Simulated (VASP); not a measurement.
# Hf (I4/mmm) in VASP: notebook

Runs on Hf. Level: PBE. Tasks: single point.

All numbers are computed with VASP 6.6.1; they aren't measurements. Logs are shortened: lines on timing, memory, paths and dates and some standing lists are left out, and cuts for length are marked.

## Step 1: The cell of the first run

Symmetry: I4/mmm, No. 139, tetragonal system. Conventional cell: a = 3.610 Å, b = 3.610 Å, c = 3.772 Å, α = 90.00°, β = 90.00°, γ = 90.00°. Around Hf (site symmetry 4/mmm) lie 12 Hf at 3.17 to 3.61 Å.

This isn't the form of Hf at room conditions, which is hcp.

## Step 2: Single point, PBE (strain +0.0450 x Voigt [1, 0, 0, 0, 0, 0], atoms carried along)

Contents of INCAR:

```
SYSTEM = Hf
PREC = Accurate ; ENCUT = 520
EDIFF = 1E-6 ; ISMEAR = 0
SIGMA = 0.15 ; LREAL = .False.
LASPH = .True. ; NELM = 100
ALGO = Fast ; ISIF = 2
LWAVE = .False. ; LCHARG = .True.
GGA = PE ; LELF = .True.
LVHAR = .True. ; NBANDS = 11
```

Contents of KPOINTS:

```
regular mesh
0
Gamma
  18 18 18
  0 0 0
```

Contents of POSCAR:

```
Hf
1.0
   -1.8862250000      1.8050000000      1.8050000000
    1.8862250000     -1.8050000000      1.8050000000
    1.8862250000      1.8050000000     -1.8050000000
Hf
1
Direct
    0.0000000000      0.0000000000      0.0000000000
```

Potentials or basis: VASP PAW PBE potentials, release 64 (Hf_pv).

On the command line:

```sh
cat potpaw_PBE.64/Hf_pv/POTCAR > POTCAR
mpirun -np 1 vasp_std > vasp.out
```

OUTCAR:

```text
SYSTEM = Hf
   PREC = Accurate
   ENCUT = 520
   EDIFF = 1E-6
   ISMEAR = 0
   LREAL = .False.
   LASPH = .True.
   NELM = 100
   ISIF = 2
   GGA = PE

 ion  position               nearest neighbor table
   1  0.000  0.000  0.000-

  LATTYP: Found a body centered tetragonal cell.
 ALAT       =     3.6100000000
 C/A-ratio  =     1.0450000000

  Lattice vectors:

 A1 = (  -1.8862250000,   1.8050000000,  -1.8050000000)
 A2 = (  -1.8862250000,  -1.8050000000,   1.8050000000)
 A3 = (   1.8862250000,   1.8050000000,   1.8050000000)

Analysis of symmetry for initial positions (statically):
=====================================================================
 Subroutine PRICEL returns:
 Original cell was already a primitive cell.

 Routine SETGRP: Setting up the symmetry group for a
 body centered tetragonal supercell.

 Subroutine GETGRP returns: Found 16 space group operations
 (whereof 16 operations were pure point group operations)
 out of a pool of 16 trial point group operations.

The static configuration has the point symmetry D_4h.

Analysis of symmetry for dynamics (positions and initial velocities):
=====================================================================
 Subroutine PRICEL returns:
 Original cell was already a primitive cell.

 Routine SETGRP: Setting up the symmetry group for a
 body centered tetragonal supercell.

 Subroutine GETGRP returns: Found 16 space group operations
 (whereof 16 operations were pure point group operations)
 out of a pool of 16 trial point group operations.

The dynamic configuration has the point symmetry D_4h.

 Subroutine INISYM returns: Found 16 space group operations
 (whereof 16 operations are pure point group operations),
 and found     1 'primitive' translations

----------------------------------------------------------------------------------------

                                     Primitive cell

  volume of cell :      24.5815

  direct lattice vectors                    reciprocal lattice vectors
    -1.886225000  1.805000000  1.805000000     0.000000000  0.277008310  0.277008310
     1.886225000 -1.805000000  1.805000000     0.265079723  0.000000000  0.277008310
     1.886225000  1.805000000 -1.805000000     0.265079723  0.277008310  0.000000000

  length of vectors
     3.173939941  3.173939941  3.173939941     0.391748909  0.383406916  0.383406916

  position of ions in fractional coordinates (direct lattice)
     0.000000000  0.000000000  0.000000000

  ion indices of the primitive-cell ions
[... 82 lines left out ...]
   POTIM  = 0.5000    time-step for ionic-motion
   TEBEG  =    0.0;   TEEND  =   0.0 temperature during run
   PSTRESS=    0.0 pullay stress
   NELECT =      10.0000    total number of electrons
   NUPDOWN=      -1.0000    fix difference up-down
   EMIN   =  10.00;   EMAX   =-10.00  energy-range for DOS
   EFERMI =   0.00;   METHOD = LEGACY
   ISMEAR =     0;   SIGMA  =   0.15  broadening in eV -4-tet -1-fermi 0-gaus
   EFERMI_NEDOS =   21; number of points for ismear=-14 and -15
   IALGO  =     68    algorithm
   IMIX   =      4    mixing-type and parameters
     AMIX     =   0.40;   BMIX     =  1.00
     AMIX_MAG =   1.60;   BMIX_MAG =  1.00
  volume/ion in A,a.u.               =      24.58       165.88
  Fermi-wavevector in a.u.,A,eV,Ry     =   1.213032  2.292298 20.020241  1.471446
  Thomas-Fermi vector in A             =   2.348497
   LORBIT       =      0    0 simple, 1 ext, 2 COOP (PROOUT), +10 PAW based schemes
   GGA     = PE    functional components
   LHFCALC =     F    Hartree Fock is set to
   AEXX    =    0.0000 exact exchange contribution
   IVDW    =     0    specifies the selected vdW correction
   LEPSILON=     F    determine dielectric tensor
   LRPA    =     F    only Hartree local field effects (RPA)
 non-spin polarized calculation
 RMM-DIIS sequential band-by-band and
 Gauss-broadening in eV      SIGMA  =   0.15
  energy-cutoff  :      520.00
  volume of cell :       24.58
 maximum number of plane-waves:       684
   NGX = 11   NGY = 11   NGZ = 11

 number of electron      10.0000000 magnetization

 Free energy of the ion-electron system (eV)
  ---------------------------------------------------
  ext. energy  EPLUGINS =         0.00000000
  ---------------------------------------------------
  free energy    TOTEN  =        -9.69049033 eV

  energy without entropy =       -9.66446392  energy(sigma->0) =       -9.67747713

 E-fermi :   3.9772     XC(G=0): -10.8648

 val. band max:        3.9770933186   @ k =   0.1111   0.1667   0.1111
 cond. band min:       3.9806675147   @ k =  -0.4444  -0.3333   0.1667
 fundamental gap:      0.0035741961
 Fermi energy:         3.9771890470

 k-point     1 :       0.0000    0.0000    0.0000
  band No.  band energies     occupation
      1     -26.2479      2.00000
      2     -26.2479      2.00000
      3     -26.2479      2.00000
      4      -2.7643      2.00000
      5       5.2779      0.00000
      6       5.2779      0.00000
      7       5.7007      0.00000
      8       7.6164      0.00000
      9       8.1895      0.00000
     10      16.3927      0.00000
     11      17.0314      0.00000
[... 309 lines left out ...]
 k-point    24 :       0.2222    0.1111   -0.0000
  band No.  band energies     occupation
      1     -26.6159      2.00000
      2     -26.3725      2.00000
      3     -26.2800      2.00000
      4      -0.2744      2.00000
      5       3.9835      0.95285
      6       4.2962      0.00263
      7       7.3686      0.00000
      8       8.0616      0.00000
      9       8.4427      0.00000
     10      16.0176      0.00000
     11      17.3521      0.00000

 [... further k-points ...]

------------------------ aborting loop because EDIFF is reached ----------------------------------------

  FORCE on cell =-STRESS in cart. coord.  units (eV):
  Direction    XX          YY          ZZ          XY          YZ          ZX
  --------------------------------------------------------------------------------------
  -------------------------------------------------------------------------------------
  Total       -1.0858514     -1.4056623     -1.4056623     -0.0000000      0.0000000      0.0000000
  in kB      -70.7738930    -91.6186055    -91.6186055     -0.0000000      0.0000000      0.0000000
  external PRESSURE =     -84.6703680 kB  Pullay stress =       0.0000000 kB

 VOLUME and BASIS-vectors are now :
 -----------------------------------------------------------------------------
  energy-cutoff  :      520.00
  volume of cell :       24.58
      direct lattice vectors                 reciprocal lattice vectors
    -1.886225000  1.805000000  1.805000000     0.000000000  0.277008310  0.277008310
     1.886225000 -1.805000000  1.805000000     0.265079723  0.000000000  0.277008310
     1.886225000  1.805000000 -1.805000000     0.265079723  0.277008310  0.000000000

 POSITION                                       TOTAL-FORCE (eV/Angst)
 -----------------------------------------------------------------------------------
      0.00000      0.00000      0.00000         0.000000     -0.000000      0.000000
 -----------------------------------------------------------------------------------
    total drift:                               -0.000000      0.000000      0.000000

  FREE ENERGIE OF THE ION-ELECTRON SYSTEM (eV)
  ---------------------------------------------------
  free  energy   TOTEN  =        -9.6904903326 eV

  energy  without entropy=       -9.6644639247  energy(sigma->0) =       -9.67747713
```

OSZICAR:

```text
N       E                     dE             d eps       ncg     rms          rms(c)
DAV:   1     0.121597602294E+02    0.12160E+02   -0.57118E+03 10648   0.829E+02
DAV:   2    -0.964847786633E+01   -0.21808E+02   -0.21115E+02 13448   0.151E+02
DAV:   3    -0.101032796924E+02   -0.45480E+00   -0.44845E+00 13208   0.148E+01
DAV:   4    -0.101054437217E+02   -0.21640E-02   -0.21634E-02 11964   0.123E+00
DAV:   5    -0.101054584462E+02   -0.14724E-04   -0.14725E-04 13424   0.889E-02    0.435E+01
RMM:   6    -0.978890291698E+01    0.31656E+00   -0.21690E-01 10736   0.310E+00    0.244E+01
RMM:   7    -0.969368459019E+01    0.95218E-01   -0.39038E-01 11676   0.427E+00    0.107E+00
RMM:   8    -0.969015310082E+01    0.35315E-02   -0.26510E-02 11654   0.136E+00    0.620E-01
RMM:   9    -0.969045396768E+01   -0.30087E-03   -0.39480E-03 13887   0.505E-01    0.112E-01
RMM:  10    -0.969049372141E+01   -0.39754E-04   -0.59404E-04 14380   0.191E-01    0.835E-02
RMM:  11    -0.969049431125E+01   -0.58984E-06   -0.87588E-05 13239   0.893E-02    0.585E-02
RMM:  12    -0.969048993076E+01    0.43805E-05   -0.18346E-05 13553   0.334E-02    0.913E-03
RMM:  13    -0.969049033256E+01   -0.40179E-06   -0.41924E-06 12609   0.163E-02
   1 F= -.96904903E+01 E0= -.96774771E+01  d E =-.260264E-01
```

It took 56 s on 1 thread of AMD EPYC 9R45 (Zen 5), shared host; peak memory 0.21 GiB.

What came out:

| Property | Result |
| --- | --- |
| Free energy | -9.6905 eV |
| Pressure | -8.5 GPa |
| Band gap on the k mesh | none (metal or under the smearing width) |

The run has no spin-orbit coupling, so splittings on Hf are missing.

## Step 3: Single point, PBE (strain -0.0600 x Voigt [1, 0, 0, 0, 0, 0], atoms carried along)

Contents of INCAR:

```
ALGO = Fast ; EDIFF = 1E-6
ENCUT = 520 ; GGA = PE
ISIF = 2 ; ISMEAR = 0
LASPH = T ; LCHARG = T
LELF = T ; LREAL = F
LVHAR = T ; LWAVE = F
NBANDS = 11 ; NELM = 100
PREC = Accurate ; SIGMA = 0.15
```

Contents of KPOINTS:

```
k-points
0
Gamma
  18 18 18
```

Contents of POSCAR:

```
Hf
1.0
   -1.6967000000      1.8050000000      1.8050000000
    1.6967000000     -1.8050000000      1.8050000000
    1.6967000000      1.8050000000     -1.8050000000
Hf
1
Direct
    0.0000000000      0.0000000000      0.0000000000
```

Potentials or basis: VASP PAW PBE potentials, release 64 (Hf_pv).

On the command line:

```sh
cat potpaw_PBE.64/Hf_pv/POTCAR > POTCAR
mpirun -np 1 vasp_std > vasp.out
```

Run time: 55 s. Hardware: 1 thread of AMD EPYC 9R45 (Zen 5), shared host; peak memory 0.2 GiB.

The run converged. Its results:

* Free energy: -9.7625 eV
* Pressure: 0.7 GPa
* Band gap on the k mesh: none (metal or under the smearing width)

Stress tensor (GPa, compression positive):
```
-1.53  0.00  0.00
 0.00  1.85  0.00
 0.00  0.00  1.85
```

Levels at points of the mesh, in eV from the Fermi level:
```
           k point  band 1  band 2  band 3  band 4  band 5  band 6  band 7  band 8  band 9  band 10
(0.00, 0.00, 0.00)  -29.81  -29.81  -29.80   -7.09    1.08    1.80    1.80    3.81    4.81    13.02
(0.50, 0.00, 0.00)  -30.66  -30.05  -29.79   -3.48   -0.01    0.85    3.56    4.88    7.59    10.15
(0.00, 0.50, 0.00)  -30.65  -30.09  -29.83   -3.39   -0.75    1.24    4.27    5.59    7.70    10.40
(0.50, 0.50, 0.50)  -30.43  -30.43  -30.32   -2.71   -2.55    6.79    6.79    6.83    6.83     7.01
```

The run has no spin-orbit coupling, so splittings on Hf are missing.
